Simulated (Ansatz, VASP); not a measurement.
# GeSb2Te4 in VASP and in Ansatz

```xyz
7
Lattice="-3.0596 3.0596 6.0514 3.0596 -3.0596 6.0514 3.0596 3.0596 -6.0514" Properties=species:S:1:pos:R:3 pbc="T T T"
Ge    0.0000    0.0000    0.0000
Sb    0.0000    0.0000    6.0514
Sb    3.0596    0.0000    3.0257
Te    0.0000    3.0596    0.0196
Te    0.0000    0.0000    3.0035
Te    0.0000    3.0596    6.0318
Te    0.0000    0.0000    9.0994
```

The cell comes from a database or a generator and needn't be the stable form of this composition.

Alike in both runs: task single point; functional PBEsol; k mesh 4 × 4 × 4; occupations gaussian, width 0.1 eV; no spin polarisation.

|  | VASP | Ansatz |
| --- | --- | --- |
| version | VASP 6.6.1 | Ansatz 0.2.0 |
| potentials or method | VASP PAW PBE potentials, release 64 (Ge_d, Sb, Te) | scalar-relativistic, plane waves, PAW |
| plane-wave cutoff (eV) | 520 | 420 |
| valence electrons in the cell | 48 | 108 |

|  | VASP | Ansatz | Ansatz less VASP |
| --- | --- | --- | --- |
| gap on the k mesh at the Fermi level (eV) | none | none | - |
| pressure (GPa) | -2.3 | -2.3 | -0.03 |
| largest component of the traceless stress (GPa) | 0.05 | 0.07 | +0.012 |
| rms of the force components (eV/Å) | 0.035 | 0.035 | +0.0006 |

Atom by atom the forces differ by 0.002 eV/Å (rms over components). A gap of «none» marks a metal or a gap that the smearing closes. The functional is the same, so the differences come from potentials, cutoffs and numerics. The two sets of potentials don't hold the same shells in valence.

Caveats: the k mesh is coarse (spacing up to 0.36 Å⁻¹), so the values aren't converged; the PAW data sets were made with another functional, which shifts forces and pressure a little (VASP). The runs have no spin-orbit coupling, so splittings on Sb, Te are missing.
